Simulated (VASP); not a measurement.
**PbSe: G0W0 low-scaling quasiparticle levels with PBE**

The system is PbSe.

```xyz
2
Lattice="3.7843 0.0000 0.0000 0.0000 3.7843 0.0000 0.0000 0.0000 3.7843" Properties=species:S:1:pos:R:3 pbc="T T T"
Pb    0.0000    0.0000    0.0000
Se    1.8922    1.8922    1.8922
```

Measurements of this composition are mostly on another form, of space group No. 225.

| Property | Result |
| --- | --- |
| Program | VASP 6.6.1 |
| Task | G0W0 low-scaling quasiparticle levels |
| Functional | PBE |
| Potentials or basis | VASP PAW PBE potentials, release 64 (Pb_d_GW, Se_GW) |
| Cutoff | 500 eV |
| k mesh | 3 × 3 × 3 |
| Occupations | gaussian, width 0.01 eV |
| Spin | no spin polarisation |
| Cutoff of the response function | 100 |
| Frequency points | 12 |
| Empty bands | 123 |
| GW scheme | G0W0 low-scaling |
| GW iterations | 1 |
| Further INCAR settings | ALGO = EVGW0R; EDIFF = 1e-08; NBANDS = 134 |

```yaml
Band_gap_on_the_k_mesh_mean-field_level: 1.48 eV, indirect (least direct gap 2.46 eV)
Quasiparticle_gap: 1.44 eV
Least_direct_quasiparticle_gap: 2.68 eV
RPA_correlation_energy: -11.728 eV/atom
RPA_correlation_energy_per_cell: -23.456 eV
```

Levels at points of the mesh, in eV from the valence-band top:
| k point | band 7 | band 8 | band 9 | band 10 | band 11 | band 12 | band 13 | band 14 | band 15 |
| --- | --- | --- | --- | --- | --- | --- | --- | --- | --- |
| (0.00, 0.00, 0.00) | -12.96 | -6.85 | -1.26 | -1.26 | -1.26 | 5.36 | 5.36 | 6.27 | 6.27 |

It took 15 min on 1 thread of Intel(R) Xeon(R) 6975P-C (Granite Rapids), on a shared host, peak memory 6.7 GiB.

Caveat: the k mesh is coarse (spacing up to 0.55 Å⁻¹), so the values aren't converged; bands, screening cutoff and mesh are small and nothing is extrapolated, so the quasiparticle values aren't converged; spin-orbit coupling is left out, which as a rule narrows the gap of such compounds by several tenths of an eV; an odd mesh through Γ misses points on the zone boundary, where band edges often lie.
